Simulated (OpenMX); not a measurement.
# MoP under changes of volume

One of the cells (14.353 Å³/atom); the others are scaled copies at fixed shape and fractional positions:

```
Mo P
1.0
     3.22300    0.00000    0.00000
    -1.61150    2.79120    0.00000
     0.00000    0.00000    3.19100
Mo P
1 1
Direct
  0.00000 0.00000 0.00000
  0.33333 0.66667 0.50000
```

- Program: OpenMX 3.8.5
- Functional: LDA
- Potentials or basis: OpenMX 2013 LDA set, Mo7.0-s3p2d2, P7.0-s2p2d1f1, fixed grid of 35 × 35 × 40 points
- k mesh: 11 × 11 × 9
- Occupations: fermi-dirac, width 0.05 eV
- Spin: no spin polarisation

```tsv
volume (Å³/atom)	energy over the lowest point (meV/atom)	largest force (eV/Å)
13.492	21.89	0.006
13.779	?	?
14.066	0.00	0.006
14.353	3.54	0.005
14.640	15.13	0.005
14.927	34.08	0.005
15.214	59.79	0.004
```

**Question.** What does the run at 13.779 Å³/atom give?

**Answer.** Energy over the lowest point 5.76 meV/atom; largest force 0.006 eV/Å.

Worked out: A Birch-Murnaghan fit of order 3 (a polynomial in V^(-2/3)) to the other rows has its minimum at 14.10 Å³/atom with B0 = V·E''(V) = 249 GPa and B' = 4.4 at fixed shape and positions, which overstates the stiffness. It gives 5.83 meV/atom at 13.779 Å³/atom, against the run's 5.76.

Energies are extrapolated to zero smearing.

Caveats: the basis of atomic orbitals isn't converged, which shifts pressures, moduli and gaps.
